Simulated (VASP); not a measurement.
## VASP 6.6.1 run: NaI

INCAR

```
LREAL = .FALSE.
NELM = 96
LWAVE = .FALSE.
LASPH = .TRUE.
ENCUT = 520
SIGMA = 0.02
ISMEAR = -1
ISIF = 2
PREC = Accurate
NSW = 0
GGA = PE
IBRION = -1
EDIFF = 1E-7
NBANDS = 8
LCHARG = .FALSE.
```

KPOINTS

```
KPOINTS created by Atomic Simulation Environment
0
Gamma
6 6 6
0 0 0
```

POSCAR

```
Na I
 1.0000000000000000
     0.0000000000000000    3.5431916337999998    3.5431916337999998
     3.5963395082999998    0.0000000000000000    3.5431916337999998
     3.5963395082999998    3.5431916337999998    0.0000000000000000
 Na  I
   1   1
Cartesian
  0.0000000000000000  0.0000000000000000  0.0000000000000000
  1.7981697541499999  1.7715958168999999  1.7715958168999999
```

The recommended PBE PAW datasets give the neutral cell 14 valence electrons.

Command

```
mpirun -np 1 vasp_std
```

OSZICAR

```
N       E                     dE             d eps       ncg     rms          rms(c)
DAV:   1     0.688251320481E+02    0.68825E+02   -0.67417E+03   488   0.147E+03
DAV:   2    -0.790660721556E+00   -0.69616E+02   -0.68180E+02   696   0.225E+02
DAV:   3    -0.526632389578E+01   -0.44757E+01   -0.44757E+01   480   0.694E+01
DAV:   4    -0.539305913526E+01   -0.12674E+00   -0.12674E+00   744   0.136E+01
DAV:   5    -0.539380166541E+01   -0.74253E-03   -0.74253E-03   608   0.871E-01    0.162E+00
DAV:   6    -0.529122341077E+01    0.10258E+00   -0.20975E-01   480   0.293E+00    0.119E+00
DAV:   7    -0.528259924749E+01    0.86242E-02   -0.14407E-01   512   0.244E+00    0.707E-01
DAV:   8    -0.529202554612E+01   -0.94263E-02   -0.10685E-02   544   0.105E+00    0.150E-01
DAV:   9    -0.529208249035E+01   -0.56944E-04   -0.12678E-04   712   0.161E-01    0.697E-02
DAV:  10    -0.529261105104E+01   -0.52856E-03   -0.69346E-04   528   0.239E-01    0.112E-02
DAV:  11    -0.529262426801E+01   -0.13217E-04   -0.31173E-05   648   0.680E-02    0.424E-03
DAV:  12    -0.529262896160E+01   -0.46936E-05   -0.49455E-06   512   0.220E-02    0.192E-03
DAV:  13    -0.529262960087E+01   -0.63927E-06   -0.81087E-07   648   0.991E-03    0.905E-04
DAV:  14    -0.529262962792E+01   -0.27055E-07   -0.55306E-08   544   0.198E-03
   1 F= -.52926296E+01 E0= -.52926296E+01  d E =-.334557E-10
```

From OUTCAR

```
k-points           NKPTS =     30   k-points in BZ     NKDIM =     30   number of bands    NBANDS=      8

   NELECT =      14.0000    total number of electrons

   dimension x,y,z NGX =    40 NGY =   40 NGZ =   40
   dimension x,y,z NGXF=    80 NGYF=   80 NGZF=   80

  energy-cutoff  :      520.00
  volume of cell :       90.30
      direct lattice vectors                 reciprocal lattice vectors
     0.000000000  3.543191634  3.543191634    -0.139030255  0.141115709  0.141115709
     3.596339508  0.000000000  3.543191634     0.139030255 -0.141115709  0.141115709
     3.596339508  3.543191634  0.000000000     0.139030255  0.141115709 -0.141115709

 k-points in reciprocal lattice and weights: KPOINTS created by Atomic Simulation Env
   0.00000000  0.00000000  0.00000000       0.005
   0.16666667  0.00000000  0.00000000       0.037
   0.33333333  0.00000000  0.00000000       0.037
   0.50000000  0.00000000  0.00000000       0.019
   0.16666667  0.16666667  0.00000000       0.019
   0.33333333  0.16666667  0.00000000       0.074
   0.50000000  0.16666667  0.00000000       0.074
  -0.33333333  0.16666667  0.00000000       0.074
   ...

 E-fermi :  -0.7653

 k-point     1 :       0.0000    0.0000    0.0000
  band No.  band energies     occupation
      1     -23.2969      2.00000
      2     -23.2969      2.00000
      3     -23.2956      2.00000
      4     -11.5934      2.00000
      5      -1.1911      2.00000
      6      -1.1739      2.00000
      7      -1.1739      2.00000
      8       2.6171      0.00000

 k-point     2 :       0.1667    0.0000    0.0000
  band No.  band energies     occupation
      1     -23.2974      2.00000
      2     -23.2970      2.00000
      3     -23.2958      2.00000
      4     -11.5633      2.00000
      5      -1.5553      2.00000
      6      -1.2217      2.00000
      7      -1.2050      2.00000
      8       3.1872      0.00000

 k-point     3 :       0.3333    0.0000    0.0000
  band No.  band energies     occupation
      1     -23.2984      2.00000
      2     -23.2971      2.00000
      3     -23.2961      2.00000
      4     -11.5017      2.00000
      5      -2.1319      2.00000
      6      -1.2917      2.00000
      7      -1.2647      2.00000
      8       4.0101      0.00000

 k-point     4 :       0.5000    0.0000    0.0000
  band No.  band energies     occupation
      1     -23.2990      2.00000
      2     -23.2972      2.00000
      3     -23.2962      2.00000
      4     -11.4702      2.00000
      5      -2.3714      2.00000
      6      -1.3253      2.00000
      7      -1.2935      2.00000
      8       4.2045      0.00000

 k-point     5 :       0.1667    0.1667    0.0000
  band No.  band energies     occupation
      1     -23.2976      2.00000
      2     -23.2971      2.00000
      3     -23.2958      2.00000
      4     -11.5529      2.00000
      5      -1.5514      2.00000
      6      -1.2935      2.00000
      7      -1.2836      2.00000
      8       3.3840      0.00000

 k-point     6 :       0.3333    0.1667    0.0000
  band No.  band energies     occupation
      1     -23.2984      2.00000
      2     -23.2973      2.00000
      3     -23.2960      2.00000
      4     -11.5016      2.00000
      5      -1.9773      2.00000
      6      -1.3835      2.00000
      7      -1.3688      2.00000
      8       4.1675      0.00000

 ...

  Total        0.1075510      0.1207482      0.1207482      0.0000000      0.0000000      0.0000000
  in kB        1.9082938      2.1424536      2.1424536      0.0000000      0.0000000      0.0000000
  external PRESSURE =       2.0644003 kB  Pullay stress =       0.0000000 kB

 POSITION                                       TOTAL-FORCE (eV/Angst)
 -----------------------------------------------------------------------------------
      0.00000      0.00000      0.00000         0.000000      0.000000      0.000000
      1.79817      1.77160      1.77160         0.000000     -0.000000     -0.000000
 -----------------------------------------------------------------------------------
    total drift:                                0.000001      0.000001      0.000001

  FREE ENERGIE OF THE ION-ELECTRON SYSTEM (eV)
  ---------------------------------------------------
  free  energy   TOTEN  =        -5.2926296279 eV

  energy  without entropy=       -5.2926296279  energy(sigma->0) =       -5.29262963
```

It converged. Results: gap between bands v and c on the k mesh 3.79 eV; least direct gap on the k mesh 3.79 eV; pressure 0.2 GPa. Band v is the last that the valence electrons fill when counted band by band, and c is the next.

For comparison, a separate PBE run of the intended cell, on usual settings and not on those above, gives a gap of 3.79 eV on its mesh and a pressure of 0.2 GPa.

The run above took about 23 s on one core of a shared host (Intel Xeon Platinum 8488C) and held 0.25 GiB at most.
